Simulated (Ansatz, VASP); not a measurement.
**GaN: VASP beside Ansatz**

The input INCAR:

```
SYSTEM = GaN
  PREC = Accurate
  ENCUT = 520
  EDIFF = 1E-6
  ISMEAR = -1
  SIGMA = 0.02
  LREAL = .False.
  LASPH = .True.
  NELM = 100
  ALGO = Normal
  ISIF = 2
  LWAVE = .False.
  LCHARG = .False.
  GGA = PE
  NBANDS = 16
```

KPOINTS

```
Automatic mesh
0
Gamma
  10 10 10
  0 0 0
```

The input POSCAR:

```
GaN
1.0
   -0.0906511258      2.1232898730      2.1232898730
    2.1232898730     -0.0906511258      2.1232898730
    2.1232898730      2.1232898730     -0.0906511258
Ga N
1 1
Direct
    0.0000000000      0.0000000000      0.0000000000
    0.5000000000      0.5000000000      0.5000000000
```

Input for Ansatz:

```yaml
crystal:
  lattice:
    - [-0.0906511258, 2.123289873, 2.123289873]
    - [2.123289873, -0.0906511258, 2.123289873]
    - [2.123289873, 2.123289873, -0.0906511258]
  atoms:
    - { symbol: Ga, position: [0.0, 0.0, 0.0] }
    - { symbol: "N", position: [0.5, 0.5, 0.5] }
kpoints:
  mp_grid: { grid: [10, 10, 10] }
  band_path:
    path:
      - [0.0, 0.0, 0.0]
      - [0.5, 0.0, 0.5]
      - [0.625, 0.25, 0.625]
      - [0.375, 0.375, 0.75]
      - [0.5, 0.5, 0.5]
      - [0.5, 0.25, 0.75]
      - [-0.171875, 0.0, 0.164062]
      - [0.0, 0.5, 0.5]
    npoints: 1
hamiltonian:
  xc: pbe
scf:
  occupations: { method: fermi_dirac, width: 0.02 }
  n_extra_bands: 4
output:
  forces: true
  stress: true
  eigenvalues: true
```

Change from the starting cell: epitaxial_111 strain +5.0%.

Alike in both runs: task single point; functional PBE; k mesh 10 × 10 × 10; occupations fermi-dirac, width 0.02 eV; no spin polarisation.

|  | VASP | Ansatz |
| --- | --- | --- |
| version | VASP 6.6.1 | Ansatz 0.2.0 |
| potentials or method | VASP PAW PBE potentials, release 64 (Ga_d, N) | plane waves, PAW |
| plane-wave cutoff (eV) | 520 | 420 |
| valence electrons in the cell | 18 | 18 |

VASP gave:

- pressure (GPa): -7.6
- largest component of the traceless stress (GPa): 7.43

**Question.** Which values does Ansatz return?

**Answer.** Pressure (GPa): -8.3; largest component of the traceless stress (GPa): 7.45.
